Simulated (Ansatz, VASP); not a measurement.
## Two plane-wave programs on Ga

```xyz
1
Lattice="-1.3844 1.3844 2.3112 1.3844 -1.3844 2.3112 1.3844 1.3844 -2.3112" Properties=species:S:1:pos:R:3 pbc="T T T"
Ga    0.0000    0.0000    0.0000
```

This isn't the form of Ga at room conditions, which is orthorhombic.

Alike in both runs: task relaxation of cell and atoms; functional PBEsol; k mesh 13 × 13 × 13; occupations fermi-dirac, width 0.05 eV; no spin polarisation.

|  | VASP | Ansatz |
| --- | --- | --- |
| version | VASP 6.6.1 | Ansatz 0.2.0 |
| potentials or method | VASP PAW PBE potentials, release 64 (Ga_d) | Ansatz PAW |
| plane-wave cutoff (eV) | 600 | 420 |
| valence electrons in the cell | 13 | 13 |

VASP gave:

```
gap on the k mesh at the Fermi level, each at its own relaxed structure (eV) : none
relaxed volume (Å³/atom)                                                     : 17.61
relaxed cell length with the largest relative difference (Å)                 : 3.021
```

Problem. What did Ansatz give for the same quantities?

Solution. gap on the k mesh at the Fermi level, each at its own relaxed structure (eV): none; relaxed volume (Å³/atom): 17.62; relaxed cell length with the largest relative difference (Å): 3.021.

A gap of «none» marks a metal or a gap that the smearing closes.

Caveats: the PAW data sets were made with another functional, which shifts forces and pressure a little (VASP); the plane-wave basis is chosen anew once the cell has moved, so the energies of steps on either side of that aren't comparable (Ansatz); the PAW data sets come from PBE, with cores solved anew for the run's functional, which leaves a small shift of forces and pressure (Ansatz).
